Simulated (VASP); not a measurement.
Crystal: CdSe.

```
CELL_PARAMETERS angstrom
4.34609 0.00000 0.00000
-2.17304 3.76382 0.00000
0.00000 0.00000 7.08984
ATOMIC_POSITIONS crystal
Cd 0.66667 0.33333 0.49995
Cd 0.33333 0.66667 0.99995
Se 0.66667 0.33333 0.87591
Se 0.33333 0.66667 0.37591
```

The cell is a database's computed one.

```yaml
Program: VASP 6.6.1
Task: relaxation of cell and atoms
Functional: PBE
Potentials_or_basis: VASP PAW PBE potentials, release 64 (Cd, Se)
Cutoff: 600 eV
k_mesh: 9 × 9 × 6
Occupations: gaussian, width 0.02 eV
Spin: no spin polarisation
```

At the start: pressure 1.5 GPa; volume 28.99 Å³/atom.

Where does the relaxation end?

Over 3 steps the energy falls by 4.0 meV/atom and the volume is 29.89 Å³/atom (+3.1 %); space group P6_3mc (No. 186, to 0.05 Å).

The path:
```tsv
step	energy change (eV)	largest force (eV/Å)	pressure (GPa)	volume (Å³)
1	0.0000	0.0053	1.47	115.97
2	-0.0151	0.0010	-0.33	120.49
3	-0.0160	0.0016	0.00	119.58
```

Final structure:
```cif
data_structure
_symmetry_space_group_name_H-M 'P 1'
_symmetry_Int_Tables_number 1
_cell_length_a 4.3905
_cell_length_b 4.3905
_cell_length_c 7.1630
_cell_angle_alpha 90.000
_cell_angle_beta 90.000
_cell_angle_gamma 120.000
_cell_volume 119.58
loop_
_atom_site_label
_atom_site_type_symbol
_atom_site_fract_x
_atom_site_fract_y
_atom_site_fract_z
_atom_site_occupancy
Cd1 Cd 0.66667 0.33333 0.49998 1
Cd2 Cd 0.33333 0.66667 0.99998 1
Se1 Se 0.66667 0.33333 0.87588 1
Se2 Se 0.33333 0.66667 0.37588 1
```
